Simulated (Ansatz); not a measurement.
SiC (Moissanite 6H):

```xyz
12
Lattice="3.0950 0.0000 0.0000 -1.5475 2.6803 0.0000 0.0000 0.0000 15.1700" Properties=species:S:1:pos:R:3 pbc="T T T"
Si    1.5475    0.8934    6.9524
Si    0.0000    1.7869   14.5374
Si    1.5475    0.8934   12.0101
Si    0.0000    1.7869    4.4251
Si    0.0000    0.0000    9.4812
Si    0.0000    0.0000    1.8962
C     1.5475    0.8934    5.0562
C     0.0000    1.7869   12.6412
C     1.5475    0.8934   10.1138
C     0.0000    1.7869    2.5288
C     0.0000    0.0000    7.5850
C     0.0000    0.0000    0.0000
```

Base run:

| Quantity | Value |
| --- | --- |
| Program | Ansatz 0.2.0 |
| Functional | PBEsol |
| Potentials or basis | Ansatz PAW |
| Cutoff | 420 eV |
| Density cutoff | 1680 eV |
| k mesh | 10 × 10 × 2 |
| Occupations | fermi-dirac, width 0.05 eV |
| Spin | no spin polarisation |

Its results: band gap on the k mesh 1.92 eV, indirect (least direct gap 3.02 eV); pressure -3.2 GPa; largest force 0.143 eV/Å.

Problem. The run is repeated on the same cell with these changes: functional from PBEsol to BPBE. What comes out?

Solution. Band gap on the k mesh 2.03 eV, indirect (least direct gap 3.13 eV); pressure 0.4 GPa; largest force 0.142 eV/Å.

Caveats: the PAW data sets come from PBE, with cores solved anew for the run's functional, which leaves a small shift of forces and pressure; the potentials were made for another functional, which shifts forces and pressure (some runs).

Not every run made on this cell is shown here.
